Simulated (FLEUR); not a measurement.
Runs of FLEUR MaX-R8.1 (later development tree) on Bi. The structure is trigonal, space group R-3m (No. 166). Conventional cell: a = 4.535 Å, b = 4.535 Å, c = 11.814 Å, α = 90.00°, β = 90.00°, γ = 120.00°. Around Bi (site symmetry 3m) lie 6 Bi at 3.06 to 3.52 Å. 

```csv
task,level,gmax,muffin-tin radii,lmax,lnonsphr,max iterations,kmax,V0 of scaled cells (Å³/atom),B0 (GPa)
equation of state,PBE,11.8 1/bohr,Bi 2.6 bohr,Bi 11,-,-,3.8 1/bohr,(c),44
equation of state,LDA,12.7 1/bohr,Bi 2.6 bohr,Bi 10,Bi 10,-,4.1 1/bohr,(a),53
equation of state,PBEsol,12.7 1/bohr,Bi 2.6 bohr,Bi 10,Bi 10,-,4.1 1/bohr,(b),50
equation of state,SCAN,12.7 1/bohr,Bi 2.6 bohr,Bi 11,-,-,4.1 1/bohr,35.24,50
equation of state,r2SCAN,12.7 1/bohr,Bi 2.6 bohr,Bi 10,Bi 10,-,4.1 1/bohr,35.97,47
```

Alike in all rows: potentials or basis all-electron, FLAPW; no spin polarisation; cell as given; k mesh 7 × 7 × 7; smearing fermi-dirac 0.05 eV.

Problem. Fill in the values left out.

Solution. (a) 33.98; (b) 34.86; (c) 36.66.

Caveats: the cell was scaled at fixed shape and fractional positions, which overstates the stiffness of a crystal with free parameters, most of all of layers and chains; the meta-GGA is that of a development version, with a GGA for the radial functions and cores and without core tails (some runs).

Not every run made on this cell is shown here.
